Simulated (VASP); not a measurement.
# KBr (Fm-3m) in VASP: notebook

The runs below take KBr through single point, relaxation of cell and atoms, with r2SCAN.

Program: VASP 6.6.1. These are calculated values, not measurements. Logs are shortened: lines on timing, memory, paths and dates and some standing lists are left out, and cuts for length are marked.

## (1) The structure

Symmetry: Fm-3m, No. 225, cubic system. The conventional cell has a = 6.609 Å, b = 6.609 Å, c = 6.609 Å, α = 90.00°, β = 90.00°, γ = 90.00°. Around K (site symmetry m-3m) lie 6 Br at 3.30 Å. Around Br (site symmetry m-3m) lie 6 K at 3.30 Å.

The cell is a database's computed one.

## (2) Single point, r2SCAN

Input file POSCAR:

```
KBr
1.0
    0.0000000000      3.3044226432      3.3044226432
    3.3044226432      0.0000000000      3.3044226432
    3.3044226432      3.3044226432      0.0000000000
K Br
1 1
Direct
    0.0000000000      0.0000000000      0.0000000000
    0.5000000000      0.5000000000      0.5000000000
```

Input file INCAR.step1:

```
SYSTEM = KBr
  PREC = Accurate
  ENCUT = 520
  ISMEAR = 0
  SIGMA = 0.02
  LREAL = .FALSE.
  LASPH = .TRUE.
  NELM = 100
  NBANDS = 15
  GGA = PE
  ALGO = Normal
  EDIFF = 1E-4
  LWAVE = .TRUE.
  LCHARG = .FALSE.
```

Input file INCAR.step2:

```
SYSTEM = KBr
  PREC = Accurate
  ENCUT = 520
  EDIFF = 1E-7
  ISMEAR = 0
  SIGMA = 0.02
  LREAL = .FALSE.
  LASPH = .TRUE.
  NELM = 100
  ALGO = Normal
  ISIF = 2
  LWAVE = .FALSE.
  LCHARG = .TRUE.
  METAGGA = R2SCAN
  LMIXTAU = .TRUE.
  LELF = .TRUE.
  LVHAR = .TRUE.
  NBANDS = 15
  ISTART = 1
```

Input file KPOINTS:

```
Automatic mesh
0
G
  6 6 6
  0 0 0
```

Potentials or basis: VASP PAW PBE potentials, release 64 (K_sv, Br).

On the command line:

```sh
cat potpaw_PBE.64/K_sv/POTCAR potpaw_PBE.64/Br/POTCAR > POTCAR
cp INCAR.step1 INCAR
mpirun -np 1 vasp_std > vasp.out
cp INCAR.step2 INCAR
mpirun -np 1 vasp_std > vasp.out
```

OUTCAR:

```text
SYSTEM = KBr
   PREC = Accurate
   ENCUT = 520
   EDIFF = 1E-7
   ISMEAR = 0
   LREAL = .FALSE.
   LASPH = .TRUE.
   NELM = 100
   ISIF = 2
   METAGGA = R2SCAN
   ISTART = 1

 ion  position               nearest neighbor table
   1  0.000  0.000  0.000-
   2  0.500  0.500  0.500-

  LATTYP: Found a face centered cubic cell.
 ALAT       =     6.6088452864

  Lattice vectors:

 A1 = (   0.0000000000,   3.3044226432,   3.3044226432)
 A2 = (   3.3044226432,   0.0000000000,   3.3044226432)
 A3 = (   3.3044226432,   3.3044226432,   0.0000000000)

Analysis of symmetry for initial positions (statically):
=====================================================================
 Subroutine PRICEL returns:
 Original cell was already a primitive cell.

 Routine SETGRP: Setting up the symmetry group for a
 face centered cubic supercell.

 Subroutine GETGRP returns: Found 48 space group operations
 (whereof 48 operations were pure point group operations)
 out of a pool of 48 trial point group operations.

The static configuration has the point symmetry O_h .

Analysis of symmetry for dynamics (positions and initial velocities):
=====================================================================
 Subroutine PRICEL returns:
 Original cell was already a primitive cell.

 Routine SETGRP: Setting up the symmetry group for a
 face centered cubic supercell.

 Subroutine GETGRP returns: Found 48 space group operations
 (whereof 48 operations were pure point group operations)
 out of a pool of 48 trial point group operations.

The dynamic configuration has the point symmetry O_h .

 Subroutine INISYM returns: Found 48 space group operations
 (whereof 48 operations are pure point group operations),
 and found     1 'primitive' translations

----------------------------------------------------------------------------------------

                                     Primitive cell

  volume of cell :      72.1634

  direct lattice vectors                    reciprocal lattice vectors
     0.000000000  3.304422643  3.304422643    -0.151312363  0.151312363  0.151312363
     3.304422643  0.000000000  3.304422643     0.151312363 -0.151312363  0.151312363
     3.304422643  3.304422643  0.000000000     0.151312363  0.151312363 -0.151312363

  length of vectors
     4.673159318  4.673159318  4.673159318     0.262080701  0.262080701  0.262080701

  position of ions in fractional coordinates (direct lattice)
[... 78 lines left out ...]
   POTIM  = 0.5000    time-step for ionic-motion
   TEBEG  =    0.0;   TEEND  =   0.0 temperature during run
   PSTRESS=    0.0 pullay stress
   NELECT =      16.0000    total number of electrons
   NUPDOWN=      -1.0000    fix difference up-down
   EMIN   =  10.00;   EMAX   =-10.00  energy-range for DOS
   EFERMI =   0.00;   METHOD = LEGACY
   ISMEAR =     0;   SIGMA  =   0.02  broadening in eV -4-tet -1-fermi 0-gaus
   EFERMI_NEDOS =   21; number of points for ismear=-14 and -15
   IALGO  =     38    algorithm
   IMIX   =      4    mixing-type and parameters
     AMIX     =   0.40;   BMIX     =  1.00
     AMIX_MAG =   1.60;   BMIX_MAG =  1.00
  volume/ion in A,a.u.               =      36.08       243.49
  Fermi-wavevector in a.u.,A,eV,Ry     =   0.990853  1.872441 13.358060  0.981790
  Thomas-Fermi vector in A             =   2.122553
   LORBIT       =      0    0 simple, 1 ext, 2 COOP (PROOUT), +10 PAW based schemes
   METAGGA = R2SCAN    functional components
   LHFCALC =     F    Hartree Fock is set to
   AEXX    =    0.0000 exact exchange contribution
   IVDW    =     0    specifies the selected vdW correction
   LEPSILON=     F    determine dielectric tensor
   LRPA    =     F    only Hartree local field effects (RPA)
 non-spin polarized calculation
 Gauss-broadening in eV      SIGMA  =   0.02
  energy-cutoff  :      520.00
  volume of cell :       72.16
 maximum number of plane-waves:      1964
   NGX = 17   NGY = 17   NGZ = 17

 number of electron      15.9999997 magnetization

 Free energy of the ion-electron system (eV)
  ---------------------------------------------------
  ext. energy  EPLUGINS =         0.00000000
  ---------------------------------------------------
  free energy    TOTEN  =       -23.24869123 eV

  energy without entropy =      -23.24869123  energy(sigma->0) =      -23.24869123

 E-fermi :  -2.0285     XC(G=0):  -7.7315

 val. band max:       -2.1644657471   @ k =   0.0000   0.0000   0.0000
 cond. band min:       2.9035338006   @ k =   0.0000   0.0000   0.0000
 fundamental gap:      5.0679995477
 Fermi energy:        -2.0284760938

 k-point     1 :       0.0000    0.0000    0.0000
  band No.  band energies     occupation
      1     -31.0558      2.00000
      2     -14.8876      2.00000
      3     -13.7615      2.00000
      4     -13.7615      2.00000
      5     -13.7615      2.00000
      6      -2.1645      2.00000
      7      -2.1645      2.00000
      8      -2.1645      2.00000
      9       2.9035      0.00000
     10       6.0711      0.00000
     11       6.0711      0.00000
     12       6.0711      0.00000
     13       7.0493      0.00000
     14       7.0493      0.00000
[... 257 lines left out ...]
      2     -14.8576      2.00000
      3     -13.8349      2.00000
      4     -13.8089      2.00000
      5     -13.6977      2.00000
      6      -2.8759      2.00000
      7      -2.6308      2.00000
      8      -2.6139      2.00000
      9       4.9499      0.00000
     10       6.5919      0.00000
     11       6.7058      0.00000
     12       7.9245      0.00000
     13       8.6833      0.00000
     14       9.4097      0.00000
     15       9.9326      0.00000

------------------------ aborting loop because EDIFF is reached ----------------------------------------

  FORCE on cell =-STRESS in cart. coord.  units (eV):
  Direction    XX          YY          ZZ          XY          YZ          ZX
  --------------------------------------------------------------------------------------
  -------------------------------------------------------------------------------------
  Total       -0.0013890     -0.0013890     -0.0013890      0.0000000      0.0000000      0.0000000
  in kB       -0.0308394     -0.0308394     -0.0308394      0.0000000      0.0000000      0.0000000
  external PRESSURE =      -0.0308394 kB  Pullay stress =       0.0000000 kB

 VOLUME and BASIS-vectors are now :
 -----------------------------------------------------------------------------
  energy-cutoff  :      520.00
  volume of cell :       72.16
      direct lattice vectors                 reciprocal lattice vectors
     0.000000000  3.304422643  3.304422643    -0.151312363  0.151312363  0.151312363
     3.304422643  0.000000000  3.304422643     0.151312363 -0.151312363  0.151312363
     3.304422643  3.304422643  0.000000000     0.151312363  0.151312363 -0.151312363

 POSITION                                       TOTAL-FORCE (eV/Angst)
 -----------------------------------------------------------------------------------
      0.00000      0.00000      0.00000         0.000000      0.000000      0.000000
      3.30442      3.30442      3.30442        -0.000000     -0.000000     -0.000000
 -----------------------------------------------------------------------------------
    total drift:                                0.000000      0.000000      0.000000

  FREE ENERGIE OF THE ION-ELECTRON SYSTEM (eV)
  ---------------------------------------------------
  free  energy   TOTEN  =       -23.2486912348 eV

  energy  without entropy=      -23.2486912348  energy(sigma->0) =      -23.24869123
```

OUTCAR.step1:

```text
SYSTEM = KBr
   PREC = Accurate
   ENCUT = 520
   ISMEAR = 0
   LREAL = .FALSE.
   LASPH = .TRUE.
[... 499 lines left out ...]
      0.00000      0.00000      0.00000         0.000000      0.000000      0.000000
      3.30442      3.30442      3.30442         0.000000      0.000000     -0.000000
 -----------------------------------------------------------------------------------
    total drift:                                0.000000      0.000000      0.000000

  FREE ENERGIE OF THE ION-ELECTRON SYSTEM (eV)
  ---------------------------------------------------
  free  energy   TOTEN  =        -6.2164070172 eV

  energy  without entropy=       -6.2164070172  energy(sigma->0) =       -6.21640702
```

OSZICAR.step1:

```text
N       E                     dE             d eps       ncg     rms          rms(c)
DAV:   1     0.955363170447E+02    0.95536E+02   -0.68605E+03   480   0.937E+02
DAV:   2    -0.408336083335E+00   -0.95945E+02   -0.88856E+02   641   0.224E+02
DAV:   3    -0.619089810513E+01   -0.57826E+01   -0.57487E+01   641   0.492E+01
DAV:   4    -0.638818469931E+01   -0.19729E+00   -0.19725E+00   728   0.831E+00
DAV:   5    -0.638999081084E+01   -0.18061E-02   -0.18061E-02   655   0.889E-01    0.309E+00
DAV:   6    -0.621752823820E+01    0.17246E+00   -0.21960E-01   578   0.224E+00    0.226E+00
DAV:   7    -0.620617115311E+01    0.11357E-01   -0.10810E-01   648   0.176E+00    0.102E+00
DAV:   8    -0.621525235005E+01   -0.90812E-02   -0.12900E-02   553   0.794E-01    0.106E-01
DAV:   9    -0.621612874450E+01   -0.87639E-03   -0.89984E-04   620   0.183E-01    0.819E-02
DAV:  10    -0.621639029518E+01   -0.26155E-03   -0.25904E-04   493   0.918E-02    0.120E-02
DAV:  11    -0.621640701716E+01   -0.16722E-04   -0.20921E-05   485   0.286E-02
   1 F= -.62164070E+01 E0= -.62164070E+01  d E =-.847157E-15
```

Run time: 78 s. Hardware: 1 thread of Intel Xeon Platinum 8259CL at 2.50GHz (Skylake/Cascade Lake), shared host; peak memory 0.22 GiB.

Results:

```
Free energy            : -23.2487 eV
Pressure               : 0.0 GPa
Band gap on the k mesh : 5.07 eV, direct
```

Caveat: the PAW data sets were made with another functional, which shifts forces and pressure a little. r2SCAN opens gaps a little over a GGA but as a rule still falls short of measured ones.

## (3) Relaxation of cell and atoms, r2SCAN

This run uses another cell than the first one, of 35.76 Å³/atom, 0.991 times its volume.

Input file POSCAR:

```
KBr
1.0
    0.0000000000      3.2945409700      3.2945409700
    3.2945409700      0.0000000000      3.2945409700
    3.2945409700      3.2945409700      0.0000000000
K Br
1 1
Direct
    0.0000000000      0.0000000000      0.0000000000
    0.5000000000      0.5000000000      0.5000000000
```

Input file INCAR.step1:

```
SYSTEM = KBr
ALGO = Normal
EDIFF = 1E-4
ENCUT = 600
GGA = PE
ISMEAR = 0
LASPH = .True.
LCHARG = .False.
LREAL = .False.
LWAVE = .True.
NELM = 100
PREC = Accurate
SIGMA = 0.02
```

Input file INCAR.step2:

```
SYSTEM = KBr
ALGO = Normal
EDIFF = 1E-6
EDIFFG = -0.005
ENCUT = 600
IBRION = 2
ISIF = 3
ISMEAR = 0
ISTART = 1
LASPH = .True.
LCHARG = .False.
LMIXTAU = .True.
LREAL = .False.
LWAVE = .False.
METAGGA = R2SCAN
NELM = 100
NSW = 100
PREC = Accurate
SIGMA = 0.02
```

Input file KPOINTS:

```
k-points
0
Gamma
  6 6 6
  0 0 0
```

Potentials or basis: VASP PAW PBE potentials, release 64 (K_sv, Br).

On the command line:

```sh
cat potpaw_PBE.64/K_sv/POTCAR potpaw_PBE.64/Br/POTCAR > POTCAR
cp INCAR.step1 INCAR
mpirun -np 1 vasp_std > vasp.out
cp INCAR.step2 INCAR
mpirun -np 1 vasp_std > vasp.out
```

Wall time 5 min (1 thread of Intel Xeon Platinum 8259CL at 2.50GHz (Skylake/Cascade Lake), shared host); peak memory 0.27 GiB.

Results (log left out):

| Quantity | Value |
| --- | --- |
| Free energy | -23.2496 eV |
| Relaxed volume | 36.11 Å³/atom |
| Relaxed cell | a = 4.675 Å, b = 4.675 Å, c = 4.675 Å, α = 60.00°, β = 60.00°, γ = 60.00° |
| Space group after relaxing (to 0.05 Å) | Fm-3m (No. 225) |
| Energy gained by relaxing | 0.2 meV/atom |
| Ionic steps | 6 |
| Pressure after relaxing | 0.0 GPa |
| Band gap on the k mesh | 5.07 eV, direct |

The path:
| step | energy change (eV) | largest force (eV/Å) | pressure (GPa) | volume (Å³) |
| --- | --- | --- | --- | --- |
| 1 | 0.0000 | 0.0000 | 0.16 | 71.52 |
| 2 | -0.0003 | 0.0000 | 0.05 | 71.89 |
| 3 | -0.0003 | 0.0000 | 0.04 | 72.02 |
| 4 | -0.0003 | 0.0000 | -0.02 | 72.27 |
| 5 | -0.0003 | 0.0000 | 0.03 | 72.17 |
| 6 | -0.0003 | 0.0000 | -0.01 | 72.23 |

Final structure:
```
K Br
1.0
     0.00000    3.30541    3.30541
     3.30541    0.00000    3.30541
     3.30541    3.30541    0.00000
K Br
1 1
Direct
  0.00000 0.00000 0.00000
  0.50000 0.50000 0.50000
```

Levels at points of the mesh, in eV from the valence-band top:
```csv
k point,band 4,band 5,band 6,band 7,band 8,band 9,band 10,band 11,band 12
"(0.00, 0.00, 0.00)",-11.60,-11.60,0.00,0.00,0.00,5.07,8.24,8.24,8.24
"(0.50, 0.00, 0.00)",-11.60,-11.35,-1.16,-0.32,-0.32,7.12,8.85,10.52,10.52
"(0.50, 0.50, 0.00)",-11.63,-11.63,-0.82,-0.29,-0.29,6.36,8.01,10.11,10.20
```

Caveat: the PAW data sets were made with another functional, which shifts forces and pressure a little. r2SCAN opens gaps a little over a GGA but as a rule still falls short of measured ones.

## (4) Single point, r2SCAN

This run uses another cell than the first one, of 35.76 Å³/atom, 0.991 times its volume.

POSCAR is that of step 3.

Input file INCAR.step1:

```
  PREC = Accurate
  ENCUT = 520
  ISMEAR = 0
  SIGMA = 0.1
  LREAL = False
  LASPH = True
  NELM = 100
  NBANDS = 15
  GGA = PE
  ALGO = Normal
  EDIFF = 1E-4
  LWAVE = True
  LCHARG = False
```

Input file INCAR.step2:

```
  PREC = Accurate
  ENCUT = 520
  EDIFF = 1E-6
  ISMEAR = 0
  SIGMA = 0.1
  LREAL = False
  LASPH = True
  NELM = 100
  ALGO = Normal
  ISIF = 2
  LWAVE = False
  LCHARG = False
  METAGGA = R2SCAN
  LMIXTAU = True
  NBANDS = 15
  ISTART = 1
```

Input file KPOINTS:

```
Automatic mesh
0
Gamma
  6 6 6
```

Potentials or basis: VASP PAW PBE potentials, release 64 (K_sv, Br).

On the command line:

```sh
cat potpaw_PBE.64/K_sv/POTCAR potpaw_PBE.64/Br/POTCAR > POTCAR
cp INCAR.step1 INCAR
mpirun -np 1 vasp_std > vasp.out
cp INCAR.step2 INCAR
mpirun -np 1 vasp_std > vasp.out
```

OUTCAR:

```text
PREC = Accurate
   ENCUT = 520
   EDIFF = 1E-6
   ISMEAR = 0
   LREAL = False
   LASPH = True
   NELM = 100
   ISIF = 2
   METAGGA = R2SCAN
   ISTART = 1

 ion  position               nearest neighbor table
   1  0.000  0.000  0.000-   2 3.29   2 3.29   2 3.29   2 3.29   2 3.29   2 3.29
   2  0.500  0.500  0.500-   1 3.29   1 3.29   1 3.29   1 3.29   1 3.29   1 3.29

  LATTYP: Found a face centered cubic cell.
 ALAT       =     6.5890819400

  Lattice vectors:

 A1 = (   0.0000000000,   3.2945409700,   3.2945409700)
 A2 = (   3.2945409700,   0.0000000000,   3.2945409700)
 A3 = (   3.2945409700,   3.2945409700,   0.0000000000)

Analysis of symmetry for initial positions (statically):
=====================================================================
 Subroutine PRICEL returns:
 Original cell was already a primitive cell.

 Routine SETGRP: Setting up the symmetry group for a
 face centered cubic supercell.

 Subroutine GETGRP returns: Found 48 space group operations
 (whereof 48 operations were pure point group operations)
 out of a pool of 48 trial point group operations.

The static configuration has the point symmetry O_h .

Analysis of symmetry for dynamics (positions and initial velocities):
[... 168 lines left out ...]
      8      -2.1291      2.00000
      9       2.9646      0.00000
     10       6.1074      0.00000
     11       6.1074      0.00000
     12       6.1074      0.00000
     13       7.0913      0.00000
     14       7.0913      0.00000
[... 257 lines left out ...]
      2     -14.8322      2.00000
      3     -13.7838      2.00000
      4     -13.7567      2.00000
      5     -13.6428      2.00000
      6      -2.8492      2.00000
      7      -2.6033      2.00000
      8      -2.5842      2.00000
      9       4.9847      0.00000
     10       6.6647      0.00000
     11       6.7654      0.00000
     12       7.9955      0.00000
     13       8.7439      0.00000
     14       9.4742      0.00000
     15      10.0130      0.00000

------------------------ aborting loop because EDIFF is reached ----------------------------------------

  FORCE on cell =-STRESS in cart. coord.  units (eV):
  Direction    XX          YY          ZZ          XY          YZ          ZX
  --------------------------------------------------------------------------------------
  -------------------------------------------------------------------------------------
  Total        0.0643658      0.0643658      0.0643658      0.0000000      0.0000000     -0.0000000
  in kB        1.4419536      1.4419536      1.4419536      0.0000000      0.0000000     -0.0000000
  external PRESSURE =       1.4419536 kB  Pullay stress =       0.0000000 kB

 VOLUME and BASIS-vectors are now :
 -----------------------------------------------------------------------------
  energy-cutoff  :      520.00
  volume of cell :       71.52
      direct lattice vectors                 reciprocal lattice vectors
     0.000000000  3.294540970  3.294540970    -0.151766211  0.151766211  0.151766211
     3.294540970  0.000000000  3.294540970     0.151766211 -0.151766211  0.151766211
     3.294540970  3.294540970  0.000000000     0.151766211  0.151766211 -0.151766211

 POSITION                                       TOTAL-FORCE (eV/Angst)
 -----------------------------------------------------------------------------------
      0.00000      0.00000      0.00000         0.000000     -0.000000      0.000000
      3.29454      3.29454      3.29454        -0.000000      0.000000     -0.000000
 -----------------------------------------------------------------------------------
    total drift:                                0.000000      0.000000      0.000000

  FREE ENERGIE OF THE ION-ELECTRON SYSTEM (eV)
  ---------------------------------------------------
  free  energy   TOTEN  =       -23.2483049585 eV

  energy  without entropy=      -23.2483049585  energy(sigma->0) =      -23.24830496
```

Wall time 65 s (1 thread of Intel Xeon Platinum 8259CL at 2.50GHz (Skylake/Cascade Lake), shared host); peak memory 0.21 GiB.

Results:

- Free energy: -23.2483 eV
- Pressure: 0.1 GPa
- Band gap on the k mesh: 5.09 eV, direct

Caveat: the PAW data sets were made with another functional, which shifts forces and pressure a little.

## (5) Overview

| task | cell | cutoff (eV) | smearing | gap on the mesh (eV) | pressure (GPa) |
| --- | --- | --- | --- | --- | --- |
| single point | Fm-3m, 36.08 Å³/atom | 520 | gaussian 0.02 eV | 5.07 | 0.0 |
| relaxation of cell and atoms | relaxed | 600 | gaussian 0.02 eV | 5.07 | 0.0 |
| single point | Fm-3m, 35.76 Å³/atom | 520 | gaussian 0.1 eV | 5.09 | 0.1 |

Alike in all rows: level r2SCAN; potentials or basis VASP PAW PBE potentials, release 64 (K_sv, Br); no spin polarisation; k mesh 6 × 6 × 6.

Caveats: the PAW data sets were made with another functional, which shifts forces and pressure a little.

Absolute energies hang on the potentials; compare differences alone.
